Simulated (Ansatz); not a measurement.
# TiAl (Pm-3m) in Ansatz: single point with PBE+D4+U

Aim: the single point of TiAl with PBE+D4+U.

Program: Ansatz 0.2.0. These are calculated values, not measurements. Logs are shortened: lines on timing, memory, paths and dates and some standing lists are left out, and cuts for length are marked.

## Step 1: The structure

The structure is cubic, space group Pm-3m (No. 221). Conventional cell: a = 3.179 Å, b = 3.179 Å, c = 3.179 Å, α = 90.00°, β = 90.00°, γ = 90.00°. Around Ti (site symmetry m-3m) lie 8 Al at 2.75 Å. Al (site symmetry m-3m) is surrounded by 8 Ti at 2.75 Å.

The cell comes from a database or a generator and needn't be the stable form of this composition.

## Step 2: Single point, PBE+D4+U

Input file input.yaml:

```yaml
crystal:
  lattice:
    - [3.179064, 0.0, 0.0]
    - [0.0, 3.179064, 0.0]
    - [0.0, 0.0, 3.179064]
  atoms:
    - { symbol: Ti, position: [0.0, 0.0, 0.0] }
    - { symbol: Al, position: [0.5, 0.5, 0.5] }
hamiltonian:
  xc: pbe
  pseudopotentials: { kind: nc, accuracy: standard }
  dispersion: d4
  hubbard:
    sites: [{ species: Ti, l: d, u_eff: 6.0 }]
    projectors: ortho-atomic
kpoints:
  mp_grid: { grid: [8, 8, 8] }
scf:
  occupations: { method: cold, width: 0.1 }
output:
  forces: true
  stress: true
  eigenvalues: true
basis:
  ecutwfc: "800 eV"
```

Potentials or basis: PseudoDojo standard (PBE files).

Launch:

```bash
$ ansatz run input.yaml --threads 1 --pin off --max-ram 2560MiB --backend cpu --events-out ev --progress --plain --runs-dir out
```

What it wrote:

```text
Warning: basis.ecutwfc = 800 eV is below the records' recommended 1142.878222 eV, and the density's cutoff is lower with it unless basis.ecutrho_ratio is high enough to keep the records' density cutoff: compare with a run at a higher cutoff
Warning: RAYON_NUM_THREADS=1 ignored (pool sized by the plan → 1); use --threads N
Engine: ansatz 0.2.0, aarch64-unknown-linux-gnu
Pseudopotentials: kind: nc
Pseudopotential: Ti, nc, valence charge 12, recommended cutoff 1142.878222 eV (normal), Ti.nc.azcp (PseudoDojo's, or run here from an input of PseudoDojo's; its table is named by hamiltonian.pseudopotentials.accuracy)
Pseudopotential: Al, nc, valence charge 3, recommended cutoff 544.227725 eV (normal), Al.nc.azcp (PseudoDojo's, or run here from an input of PseudoDojo's; its table is named by hamiltonian.pseudopotentials.accuracy)
Functional definition: PBE
  parameter kappa = 0.804
  parameter beta = 0.06672455060314922
  exchange = pbe_x(kappa = kappa, mu = beta*pi^2/3)
  correlation = pbe_c(beta = beta)
Crystal: 2 atoms, lattice volume = 32.129 Å³
Basis set: ecut = 800 eV, 1647 PW (Γ), exchange–correlation on 60×60×60 points (8 copies of the dense FFT grid, shifted against one another)
Bands: 12, of which v1, the nominal top of the filled ones, is band 8 counted from 1 (7 counted from 0)
Symmetry: 48 space group operations
Space group: Pm-3m (ITA 221), of the structure as read, at distance tolerance 3.2e-5 Å
k-points: 35 of 512
Non-local potential: Ti, projectors of the file, l = 0: 2, l = 1: 2, l = 2: 2
Non-local potential: Al, projectors of the file, l = 0: 2, l = 1: 2, l = 2: 2
Initial density: superposition of atomic densities (chi_scale 0.1, normalization cell, long waves kept (reshape's long-wave potential 0.00 eV rms))
Initial wavefunctions: pseudopotential atomic-orbital guess
Functional: x = pbe(κ = 0.804, μ = 0.2195149727645171), c = pbe(β = 0.06672455060314922)
SCF iter   1: F=—  HF=-1673.398659 eV  |F-HF|=—  |Δ(HF+E_count)|=         —  Δρ=8.11e-2  dr2=2.71e0  ethr=3.10e-3  ⟨swp⟩=4.5  Hψ=2203  notcnv=0
preconditioner: auto → none  [metal: Δε(μ)=0.017 eV  Ē_g=6.136 eV  σ=0.100 eV  W_gap=0.12  n_scr=6 (ndim 8)  ℏωp=17.3 eV  f_vac=0.000  D(μ)=1.65/eV (n_scr^D=18)  sad-step TF]
SCF iter   2: F=—  HF=-1672.897254 eV  |F-HF|=—  |Δ(HF+E_count)|=   5.01e-1  S|Δr|=    0.00e0  Δρ=3.17e-2  dr2=1.34e-1  ethr=3.10e-3  ⟨swp⟩=3.3  Hψ=1252  notcnv=0  defer=6
SCF iter   3: F=—  HF=-1673.176704 eV  |F-HF|=—  |Δ(HF+E_count)|=   2.79e-1  S|Δr|=    0.00e0  Δρ=2.95e-2  dr2=1.06e-1  ethr=8.95e-4  ⟨swp⟩=2.1  Hψ=691  notcnv=0  defer=6
SCF iter   4: F=—  HF=-1673.432734 eV  |F-HF|=—  |Δ(HF+E_count)|=   2.56e-1  S|Δr|=    0.00e0  Δρ=7.69e-3  dr2=4.60e-3  ethr=7.08e-4  ⟨swp⟩=3.0  Hψ=915  notcnv=0  defer=7
SCF iter   5: F=—  HF=-1673.460815 eV  |F-HF|=—  |Δ(HF+E_count)|=   2.81e-2  S|Δr|=    0.00e0  Δρ=7.23e-4  dr2=1.88e-4  ethr=3.07e-5  ⟨swp⟩=2.1  Hψ=675  notcnv=0  defer=8
SCF iter   6: F=—  HF=-1673.460951 eV  |F-HF|=—  |Δ(HF+E_count)|=   1.36e-4  S|Δr|=    0.00e0  Δρ=3.81e-4  dr2=1.04e-5  ethr=1.26e-6  ⟨swp⟩=2.1  Hψ=655  notcnv=0  defer=8
SCF iter   7: F=—  HF=-1673.460976 eV  |F-HF|=—  |Δ(HF+E_count)|=   2.49e-5  S|Δr|=    0.00e0  Δρ=6.52e-5  dr2=2.29e-7  ethr=6.92e-8  ⟨swp⟩=2.2  Hψ=613  notcnv=0  defer=8
SCF iter   8: F=-1673.460976 eV  HF=-1673.460976 eV  |F-HF|=1.94e-9  |Δ(HF+E_count)|=   4.24e-7  S|Δr|=    0.00e0  Δρ=4.93e-6  dr2=4.73e-9  ethr=6.67e-10  ⟨swp⟩=7.3  Hψ=2158  notcnv=0
SCF 1 converged in 8 iterations: F = -1673.460976 eV  dr2 = 4.73e-9
SCF converged after 8 iterations
Stability not checked: this state was not tested for a lower state beside it, because cold or Methfessel-Paxton smearing, or corrected tetrahedra, fill the levels in a way that the test cannot read (fill_not_monotonic; see scf.lower_state_search)
Free energy (F): -1673.460976 eV
Harris-Foulkes:  -1673.460976 eV  (|F-HF|=1.94e-9)
Internal energy: -1673.461137 eV  (E = F + TS)
E sigma→0 (E₀):  -1673.461030 eV
Entropy (-TS):   0.000161 eV (0.080 meV/atom)
Fermi energy:    11.856967 eV
--- Per-component energies (eV) ---
  E_band       = -164.818242
  E_kinetic    = 662.127847
  E_local      = -1411.501843  (includes V_loc(G=0)·N_el)
  E_nonlocal   = 27.238540
  E_hartree    = 425.668586
  E_xc         = -267.692147
  E_vxc        = -295.531519  (∫ρ·V_xc dr)
  E_hubbard    = 5.187099  (on-site DFT+U / exact-exchange correction)
  E_vhub       = 1.513385  (the Hubbard potential's part of the band-sum identity)
  E_ewald      = -1113.913820
  E_disp       = -0.575398  (pairwise vdW)
  E_smearing   = 0.000161  (= −TS)
  E_closure    = 0.000000  (closes the sum)
  Σ components = -1673.460976   (vs F -1673.460976, Δ=0.00e0)
--- Forces (eV/Å), atoms counted from 1 ---
  atom   1  Ti    -0.00000000    -0.00000000     0.00000000
  atom   2  Al     0.00000000    -0.00000000     0.00000000
  max |Σ_I F_I| component: 1.89e-31 eV/Å
--- Stress (GPa, compression-positive) ---
        5.396671      -0.000000       0.000000
       -0.000000       5.396671       0.000000
        0.000000       0.000000       5.396671
  P = ⅓ Tr σ = 5.3967 GPa (53.967 kbar)
--- Band table (eV; the first three rows and the last of 35) ---
  k-point 0: bands = ["-45.9327", "-22.1227", "-22.1227", "-22.1227", "2.2039", "9.6808", "9.6808", "15.1127", "15.1127", "15.1127", "15.8932", "15.8932"]
  k-point 1: bands = ["-45.9321", "-22.1471", "-22.1206", "-22.1206", "2.4515", "9.5679", "9.7817", "14.5017", "14.5017", "14.9530", "15.1314", "16.6802"]
  k-point 2: bands = ["-45.9275", "-22.2056", "-22.1155", "-22.1155", "3.1736", "8.9146", "10.0534", "13.8213", "13.8213", "13.9623", "15.1995", "17.9197"]
  k-point 34: bands = ["-45.8915", "-22.2442", "-22.2442", "-22.2442", "9.5074", "9.5074", "9.5074", "12.1661", "13.7688", "13.7688", "14.3353", "14.3353"]
Occupation matrices written to <dir>
```

Wall time 1.8 s (1 thread of Arm Neoverse V2, shared host); peak memory 0.31 GiB.

What came out:

* Free energy: -1673.4610 eV
* Pressure: 5.4 GPa
* Band gap on the k mesh: none (metal or under the smearing width)

Eigenvalues of the final occupation matrices:
```
  site  spin  trace               eigenvalues
site 1     1   1.48  0.14 0.14 0.14 0.53 0.53
```

Caveat: the pressure holds a Pulay correction of +5.0 GPa for the finite cutoff; U without spin polarisation on a metal has little footing; pairwise dispersion overbinds metals, which lowers pressure and volume; the U is typed as a test and isn't derived for this compound; the cutoff lies under the one recommended for these potentials.
